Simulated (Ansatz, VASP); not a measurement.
**One calculation of GaN, two programs**

Contents of INCAR:

```
SYSTEM = GaN
ALGO = Normal ; EDIFF = 1E-7
ENCUT = 520 ; GGA = PE
ISIF = 2 ; ISMEAR = 0
LASPH = .True. ; LCHARG = .True.
LELF = .True. ; LREAL = .False.
LVHAR = .True. ; LWAVE = .False.
NBANDS = 16 ; NELM = 80
PREC = Accurate ; SIGMA = 0.02
```

KPOINTS

```
k-points
0
Gamma
  10 10 10
  0 0 0
```

File POSCAR:

```
GaN
1.0
    0.0000000000      2.2512648186      2.2512648186
    2.2512648186      0.0000000000      2.2512648186
    2.2512648186      2.2512648186      0.0000000000
Ga N
1 1
Direct
    0.0000000000      0.0000000000      0.0000000000
    0.7500000000      0.7500000000      0.7500000000
```

Input for Ansatz:

```yaml
crystal:
  lattice:
    - [0.0, 2.2512648186, 2.2512648186]
    - [2.2512648186, 0.0, 2.2512648186]
    - [2.2512648186, 2.2512648186, 0.0]
  atoms:
    - { symbol: Ga, position: [0.0, 0.0, 0.0] }
    - { symbol: "N", position: [0.75, 0.75, 0.75] }
basis:
  ecutwfc: 420
kpoints:
  mp_grid: { grid: [10, 10, 10] }
hamiltonian:
  xc: pbe
scf:
  occupations: { method: gaussian, width: 0.02 }
output:
  forces: true
  stress: true
  eigenvalues: true
```

Alike in both runs: task single point; functional PBE; k mesh 10 × 10 × 10; occupations gaussian, width 0.02 eV; no spin polarisation.

```csv
,VASP,Ansatz
version,VASP 6.6.1,Ansatz 0.2.0
potentials or method,"VASP PAW PBE potentials, release 64 (Ga_d, N)","scalar-relativistic, plane waves, PAW"
plane-wave cutoff (eV),520,420
valence electrons in the cell,18,18
```

```csv
,VASP,Ansatz,Ansatz less VASP
gap on the k mesh at the Fermi level (eV),1.74,1.74,-0.008
least direct gap on the mesh (eV),1.74,1.74,-0.008
pressure (GPa),5.6,5.6,-0.03
```

With one functional, cell and mesh, what is left measures potentials, basis and numerics.

PBE gaps usually lie below the measured ones, often by a third to a half.
